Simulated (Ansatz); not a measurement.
# SiC (Moissanite): a many-body input that goes wrong, and its mend

What is wrong with this input for SiC (Moissanite)?

Program: Ansatz 0.2.0. Level of theory: G0W0 on PBE, plane waves, PAW. Results are calculated unless marked as measured.

### 1. The starting structure

It takes space group P6_3mc (No. 186, hexagonal). Conventional cell: a = 3.081 Å, b = 3.081 Å, c = 15.125 Å, α = 90.00°, β = 90.00°, γ = 120.00°. Nearest to Si lie 4 C at 1.88 to 1.90 Å. Si has 4 C at 1.89 Å nearest. Nearest to C lie 4 Si at 1.88 to 1.89 Å. Nearest to C lie 4 Si at 1.89 Å. C has 4 Si at 1.89 to 1.90 Å nearest. Farther neighbours are not listed.

Coordinates:

```cif
data_structure
_symmetry_space_group_name_H-M 'P 1'
_symmetry_Int_Tables_number 1
_cell_length_a 3.0810
_cell_length_b 3.0810
_cell_length_c 15.1248
_cell_angle_alpha 90.000
_cell_angle_beta 90.000
_cell_angle_gamma 120.000
_cell_volume 124.34
loop_
_atom_site_label
_atom_site_type_symbol
_atom_site_fract_x
_atom_site_fract_y
_atom_site_fract_z
_atom_site_occupancy
Si1 Si 0.00000 0.00000 0.00000 1
Si2 Si 0.00000 0.00000 0.50000 1
Si3 Si 0.33333 0.66667 0.16640 1
Si4 Si 0.66667 0.33333 0.66640 1
Si5 Si 0.66667 0.33333 0.33290 1
Si6 Si 0.33333 0.66667 0.83290 1
C7 C 0.33333 0.66667 0.04120 1
C8 C 0.66667 0.33333 0.54120 1
C9 C 0.66667 0.33333 0.20800 1
C10 C 0.33333 0.66667 0.70800 1
C11 C 0.00000 0.00000 0.37460 1
C12 C 0.00000 0.00000 0.87460 1
```

The cell and positions come from the Crystallography Open Database and are kept as given unless a step says otherwise. The default PAW set here is soft_2. Its files were made with PBE.

### 2. First try

File input.yaml:

```yaml
crystal:
  lattice:
    - [3.081, 0.0, 0.0]
    - [-1.5405, 2.6682242691, 0.0]
    - [0.0, 0.0, 15.1248]
  atoms:
    - { symbol: Si, position: [0.0, 0.0, 0.0] }
    - { symbol: Si, position: [0.0, 0.0, 0.5] }
    - { symbol: Si, position: [0.3333333333, 0.6666666667, 0.1664] }
    - { symbol: Si, position: [0.6666666667, 0.3333333333, 0.6664] }
    - { symbol: Si, position: [0.6666666667, 0.3333333333, 0.3329] }
    - { symbol: Si, position: [0.3333333333, 0.6666666667, 0.8329] }
    - { symbol: C, position: [0.3333333333, 0.6666666667, 0.0412] }
    - { symbol: C, position: [0.6666666667, 0.3333333333, 0.5412] }
    - { symbol: C, position: [0.6666666667, 0.3333333333, 0.208] }
    - { symbol: C, position: [0.3333333333, 0.6666666667, 0.708] }
    - { symbol: C, position: [0.0, 0.0, 0.3746] }
    - { symbol: C, position: [0.0, 0.0, 0.8746] }
kpoints:
  mp_grid: { grid: [6, 6, 1] }
hamiltonian:
  xc: pbe
scf:
  occupations: { method: fixed }
gw:
  n_empty_bands: 4
  ecut_chi: 40
  qp_bands: [v4, c4]
  qp_kpoints: band_edges
  screening: { model: contour_deformation }
```

On the command line:

```console
> ansatz run input.yaml --threads 3 --pin off --max-ram 92160MiB --backend cuda --events-out ev --progress --plain --runs-dir out --devices 1 --max-vram 13GiB
```

Numbers of over 12 decimals in the logs are rounded to 6 here.

What it wrote:

```text
GPUs: using 1 of 1 available (devices: 1).
Engine: ansatz 0.2.0, x86_64-unknown-linux-gnu
Pseudopotentials: kind: paw
Pseudopotential: Si, paw, valence charge 4, recommended cutoff 420 eV (normal), Si.paw.azcp
Pseudopotential: C, paw, valence charge 4, recommended cutoff 420 eV (normal), C.paw.azcp
Functional definition: PBE
  parameter kappa = 0.804
  parameter beta = 0.066725
  exchange = pbe_x(kappa = kappa, mu = beta*pi^2/3)
  correlation = pbe_c(beta = beta)
device memory: the entry about to start is reckoned to put 2.1 GiB on a device that reports 39.2 GiB free (of which the cap on the GPU budget leaves the run 13.0 GiB)
GPU FFT provider: cuFFT
GPU libraries: cuBLAS 13.8.2, cuFFT 12.4.0, cuSOLVER 12.3.4
Crystal: 12 atoms, lattice volume = 124.338 Å³
Basis set: ecut = 420 eV, 2415 PW (Γ)
Bands: 36, of which v1, the nominal top of the filled ones, is band 24 counted from 1 (23 counted from 0)
Symmetry: 12 space group operations
Space group: P63mc (ITA 186), of the structure as read, at distance tolerance 5.0e-5 Å
k-points: 7 of 36
Non-local potential: Si, projectors of the file, l = 0: 2, l = 1: 2, l = 2: 2
Non-local potential: C, projectors of the file, l = 0: 2, l = 1: 2, l = 2: 1
PAW form: soft (Blöchl's): semilocal exchange-correlation on the pseudo side does not see the compensation charge
PAW one-centre angular grid: Si, 110 points (default); XC on 64 Gauss nodes
PAW one-centre angular grid: C, 110 points (default); XC on 64 Gauss nodes
Initial density: superposition of atomic densities (neutral atoms: chi_scale 0, normalization atom), corrected by the library's trained network
Initial wavefunctions: pseudopotential atomic-orbital guess
GPU buffer pool allocated for 62208 grid points (all kernels)
GPU transforms: local potential and band sums: pruned to the plane-wave sphere, on 24×24×108
Functional: x = pbe(κ = 0.804, μ = 0.219515), c = pbe(β = 0.066725)
SCF iter   1: F=—  HF=-5322.913798 eV  |F-HF|=—  |Δ(HF+E_count)|=         —  Δρ=2.34e-3  dr2=6.81e-3  ethr=1.77e-3  ⟨swp⟩=4.9  Hψ=1039  notcnv=0  defer=66
preconditioner: auto → none  [insulator: Δε(μ)=1.988 eV  Ē_g=11.953 eV  n_scr=10 (ndim 8)  ℏωp=23.1 eV  f_vac=0.000  ε∞_Penn≈4.7]
SCF iter   2: F=—  HF=-5322.914047 eV  |F-HF|=—  |Δ(HF+E_count)|=   2.49e-4  Δρ=9.12e-4  dr2=8.20e-4  ethr=1.42e-5  ⟨swp⟩=2.4  Hψ=483  notcnv=0  defer=70
SCF iter   3: F=—  HF=-5322.914169 eV  |F-HF|=—  |Δ(HF+E_count)|=   1.22e-4  Δρ=4.27e-4  dr2=2.30e-4  ethr=1.71e-6  ⟨swp⟩=2.0  Hψ=356  notcnv=0  defer=70
SCF iter   4: F=—  HF=-5322.914251 eV  |F-HF|=—  |Δ(HF+E_count)|=   8.18e-5  Δρ=2.42e-4  dr2=6.02e-5  ethr=4.79e-7  ⟨swp⟩=2.1  Hψ=318  notcnv=0  defer=60
SCF iter   5: F=—  HF=-5322.914284 eV  |F-HF|=—  |Δ(HF+E_count)|=   3.32e-5  Δρ=9.50e-5  dr2=7.26e-6  ethr=1.25e-7  ⟨swp⟩=2.4  Hψ=359  notcnv=0  defer=49
SCF iter   6: F=—  HF=-5322.914292 eV  |F-HF|=—  |Δ(HF+E_count)|=   7.85e-6  Δρ=1.90e-5  dr2=3.20e-7  ethr=1.51e-8  ⟨swp⟩=2.1  Hψ=358  notcnv=0  defer=52
SCF iter   7: F=-5322.914292 eV  HF=-5322.914292 eV  |F-HF|=1.20e-8  |Δ(HF+E_count)|=   3.92e-7  Δρ=3.54e-6  dr2=3.17e-8  ethr=2.08e-10  ⟨swp⟩=12.3  Hψ=1255  notcnv=0
SCF 1 converged in 7 iterations: F = -5322.914292 eV  dr2 = 3.17e-8
[...]
device memory: the entry about to start is reckoned to put 3.0 GiB on a device that reports 39.1 GiB free (of which the cap on the GPU budget leaves the run 13.0 GiB)
NSCF: frozen V_eff on 7 k-points
[...]
device memory: the entry about to start is reckoned to put 1.8 GiB on a device that reports 39.2 GiB free (of which the cap on the GPU budget leaves the run 13.0 GiB)
NSCF: frozen V_eff on 7 k-points
G₀W₀ screening: q 1/7
[... further progress lines ...]
device memory: the entry about to start is reckoned to put 0.6 GiB on a device that reports 39.9 GiB free (of which the cap on the GPU budget leaves the run 13.0 GiB)
NSCF: frozen V_eff on 1 k-points
[...]
eigenvalues of the whole cell's RPA ε∞ on this k-mesh (on a slab, of 1 + 4πα/V) = 4.0728, 4.2790, 4.2790; static W/v taken at q = 0 is 0.238023
  gw.qp_kpoints: band_edges: 6 of 7 stored k-points solved, in 2 passes; an edge of the gap read off the rows below is read off those points alone
    valence top: of the k-points left out ik 4 came nearest to being solved in a further pass, in band 24 (counted from 1, as in the quasiparticle table): it holds the edge there only if its correction is more favourable than any solved in that band by at least 0.718 eV; those differ by 0.388 eV
    conduction bottom: of the k-points left out ik 4 came nearest to being solved in a further pass, in band 25 (counted from 1, as in the quasiparticle table): it holds the edge there only if its correction is more favourable than any solved in that band by at least 2.768 eV; those differ by 1.148 eV
  `?` marks the rows in doubt; gw_qp.tsv's column doubts and the gw_qp event give each row's grounds
    ik  band        ε_KS         Σx   Σc(E_QP)       V_xc       Z   E_QP_lin       E_QP  E_QP is
     0    21      9.2255   -18.3899     2.6911   -15.6857  0.8185     9.2124     9.2124  root
     0    22      9.4783   -18.2984     2.6717   -15.7208  0.8191     9.5724     9.5725  root
     0    23      9.5134   -18.3424     2.6584   -15.7474  0.8212     9.5768     9.5768  root
     0    24      9.5134   -18.3424     2.6584   -15.7474  0.8212     9.5768     9.5768  root
     0    25     14.6749    -9.1280    -1.8637   -14.4799  0.8765    18.3427    18.1631  root ?
     0    26     14.8456    -9.0276    -1.8353   -14.4306  0.8786    18.6056    18.4133  root ?
     0    27     15.2478    -9.0122    -1.8905   -14.4943  0.8757    19.0397    18.8393  root ?
     0    28     15.7570    -8.8680    -1.8134   -14.5138  0.8774    19.7705    19.5894  root ?
     1    21      8.7256   -18.4195     2.7782   -15.5623  0.8117     8.6465     8.6466  root
     1    22      8.8115   -18.4112     2.7451   -15.5596  0.8138     8.7048     8.7050  root
     1    23      9.1748   -18.3166     2.6957   -15.6550  0.8163     9.2089     9.2089  root
     1    24      9.2752   -18.4771     2.6890   -15.7915  0.8187     9.2786     9.2786  root
     1    25     14.2296    -7.3844    -2.0266   -12.5160  0.8613    17.4948    17.3347  root ?
     1    26     14.6081    -7.4023    -2.0409   -12.6423  0.8592    17.9703    17.8072  root ?
     1    27     14.7040    -7.6700    -1.8635   -12.9145  0.8724    18.2560    18.0850  root ?
     1    28     15.3849    -7.5496    -2.0239   -13.0003  0.8634    19.0057    18.8117  root ?
     2    21      7.9925   -18.4628     2.8978   -15.3356  0.8013     7.7622     7.7632  root
     2    22      8.0698   -18.4564     2.8704   -15.3275  0.8032     7.8101     7.8114  root
     2    23      8.4356   -18.3478     2.7894   -15.4403  0.8076     8.3173     8.3176  root
     2    24      8.6866   -18.5784     2.7808   -15.6659  0.8116     8.5545     8.5549  root
     2    25     12.3227    -7.3915    -1.9750   -11.9780  0.8560    15.0306    14.9342  root
     2    26     12.4120    -7.1261    -2.0033   -11.7344  0.8546    15.1156    15.0170  root
     2    27     13.2618    -7.4214    -1.8477   -12.2532  0.8697    16.3833    16.2459  root ?
     2    28     13.8391    -7.1611    -1.9549   -12.1608  0.8647    17.0423    16.8839  root ?
[...]
3    27     12.7345    -7.2483    -1.8058   -11.9560  0.8706    15.7526    15.6364  root ?
     3    28     13.4026    -7.3946    -2.0061   -12.2606  0.8574    16.4019    16.2625  root ?
[...]
5    25     12.6099    -7.3747    -1.9446   -11.9375  0.8546    15.3281    15.2281  root
     5    26     13.2179    -7.5455    -2.0200   -12.2974  0.8514    16.0789    15.9498  root ?
     5    27     14.1635    -7.2143    -2.1140   -12.2109  0.8486    17.2097    17.0461  root ?
     5    28     14.4017    -7.3566    -2.1020   -12.5103  0.8532    17.6294    17.4534  root ?
     6    21      6.3760   -17.8240     3.1120   -14.2944  0.7660     5.9547     5.9584  root
     6    22      7.3082   -18.4328     2.9929   -15.0793  0.7881     6.9446     6.9476  root
     6    23      7.4397   -18.4980     2.9903   -15.1829  0.7911     7.1127     7.1149  root
     6    24      7.4397   -18.4980     2.9903   -15.1829  0.7911     7.1127     7.1149  root
     6    25     13.0006    -6.9154    -1.9236   -11.6093  0.8607    15.8868    15.7708  root ?
     6    26     13.0006    -6.9154    -1.9236   -11.6093  0.8607    15.8868    15.7708  root ?
     6    27     13.2542    -7.1477    -1.9395   -11.9634  0.8618    16.2639    16.1303  root ?
     6    28     14.5518    -7.3782    -2.2445   -12.5445  0.8403    17.6510    17.4737  root ?
[key lines of the parts left out:]
SCF converged after 7 iterations
Free energy (F): -5322.914292 eV
Fermi energy:    9.513416 eV
```

It took 7.8 s on 1 × NVIDIA H100 80GB HBM3 (shared by 6 runs) with 3 threads of AMD EPYC 7R13 (Zen 3), shared host; peak memory 1 GiB; 7.6 s of CPU time.

The column dr2 measures how far the density is from self-consistency, as an energy; F and HF (Harris–Foulkes) agree once it is small.

**Diagnosis.**

The run ended normally, though the input holds a fault or crude settings.

The fault: four empty bands in G0W0. The sums over empty states are cut off almost at the gap, so screening and correlation are far from complete.

It printed a gap of 4.29 eV, which is an artefact of the settings.

### 3. A better input

Now the one-shot GW correction: screening in the RPA, then the self-energy of the levels asked for.

Edit input.yaml of step 2 so:

```diff
@@ -19,3 +19,3 @@
 kpoints:
-  mp_grid: { grid: [6, 6, 1] }
+  mp_grid: { grid: [6, 6, 2] }
 hamiltonian:
@@ -25,4 +25,4 @@
 gw:
-  n_empty_bands: 4
-  ecut_chi: 40
+  n_empty_bands: 265
+  ecut_chi: 96
   qp_bands: [v4, c4]
```

What it wrote:

```text
GPUs: using 1 of 1 available (devices: 1).
[...]
GPU FFT provider: cuFFT
GPU libraries: cuBLAS 13.8.2, cuFFT 12.4.0, cuSOLVER 12.3.4
Crystal: 12 atoms, lattice volume = 124.338 Å³
Basis set: ecut = 420 eV, 2415 PW (Γ)
Bands: 36, of which v1, the nominal top of the filled ones, is band 24 counted from 1 (23 counted from 0)
[... 1 set-up line as in the run before ...]
[...]
k-points: 14 of 72
[...]
GPU buffer pool allocated for 62208 grid points (all kernels)
[...]
SCF iter   1: F=—  HF=-5322.920596 eV  |F-HF|=—  |Δ(HF+E_count)|=         —  Δρ=2.37e-3  dr2=6.93e-3  ethr=1.77e-3  ⟨swp⟩=4.9  Hψ=2072  notcnv=0  defer=136
[...]
SCF iter   7: F=-5322.920997 eV  HF=-5322.920997 eV  |F-HF|=2.21e-8  |Δ(HF+E_count)|=   2.56e-7  Δρ=3.64e-6  dr2=3.88e-8  ethr=2.08e-10  ⟨swp⟩=11.9  Hψ=2450  notcnv=0
SCF 1 converged in 7 iterations: F = -5322.920997 eV  dr2 = 3.88e-8
[...]
0    21      9.2257   -18.3835     2.3434   -15.6855  0.7904     8.8702     8.8711  root
     0    22      9.4776   -18.2300     2.1937   -15.7206  0.7921     9.1612     9.1619  root
     0    23      9.5128   -18.3347     2.2650   -15.7474  0.7916     9.1898     9.1905  root
     0    24      9.5128   -18.3347     2.2650   -15.7474  0.7916     9.1898     9.1905  root
     0    25     14.6746    -9.1256    -4.6610   -14.4799  0.8034    15.3719    15.3680  root
     0    26     14.8456    -9.0261    -4.7096   -14.4308  0.8022    15.5448    15.5408  root
     0    27     15.2466    -9.0106    -4.7830   -14.4943  0.8000    15.9518    15.9474  root
     0    28     15.7559    -8.8661    -4.9333   -14.5141  0.7948    16.4755    16.4706  root
[...]
13    25     13.1856    -7.0479    -4.1972   -11.7035  0.8132    13.6455    13.6441  root
    13    26     13.1856    -7.0479    -4.1972   -11.7035  0.8132    13.6455    13.6441  root
    13    27     13.8244    -7.3527    -4.3783   -12.2663  0.8083    14.3620    14.3597  root
    13    28     13.8244    -7.3527    -4.3783   -12.2663  0.8083    14.3620    14.3597  root
[key lines of the parts left out:]
SCF converged after 7 iterations
Free energy (F): -5322.920997 eV
Fermi energy:    9.512835 eV
```

Elapsed: 29 s, on 1 × NVIDIA H100 80GB HBM3 (shared by 6 runs) with 3 threads; peak memory 1.4 GiB; 35 s of CPU time.

This step gave:

```yaml
bands_summed: 289
rpa_eps_infinity_on_this_mesh_eigenvalues: 6.876, 7.043, 7.043
plane_waves_in_the_screening_matrix: 295
q_points_in_the_mesh: 72
g0w0_gap_on_the_mesh: 2.712 eV
k_of_the_valence_top: 0, 0, 0
k_of_the_conduction_bottom: 0, -0.5, 0
starting_gap_on_the_mesh: 2.013 eV
z_at_the_valence_top: 0.7916
z_at_the_conduction_bottom: 0.8157
least_direct_g0w0_gap_on_the_computed_points: 3.927 eV
```

The gap on the mesh goes from 2.01 eV to 2.71 eV, a correction of +0.70 eV. Between the two edge states, bare exchange in place of the xc potential would open the gap by 6.80 eV, and correlation takes back 6.10 eV.

### 4. Summary of results

```yaml
first_try: converged after 7.8 s
better_run: G0W0 gap on the mesh 2.71 eV (6×6×2 mesh, 265 empty bands, screening to 96 eV)
```

**Reading.** The second run differs in: mesh, empty bands and screening cutoff (eV). Bands and cutoff are finite, so the gap is not at the basis limit. The miss can reach some tenths of an eV and take either sign; the mesh is an error of its own.

[Paths, hosts, dates, memory and timing lines, banners, echoed tables and standing remarks are left out of the program output.]

[Logs are printed without paths, hosts, clocks, repeated set-up lines and the standing remarks that a program may print on its own settings, such as how far it seeks lower states.]

[Runs of the session that timed out or met a known fault of the program may be left out.]

[Cells called generated may have been cut or substituted from an entry of the Crystallography Open Database or the Materials Project.]

[Hosts, paths, dates, database ids (printed as entryN), source tags and the programs' standing remarks are cut or masked in the printed files.]
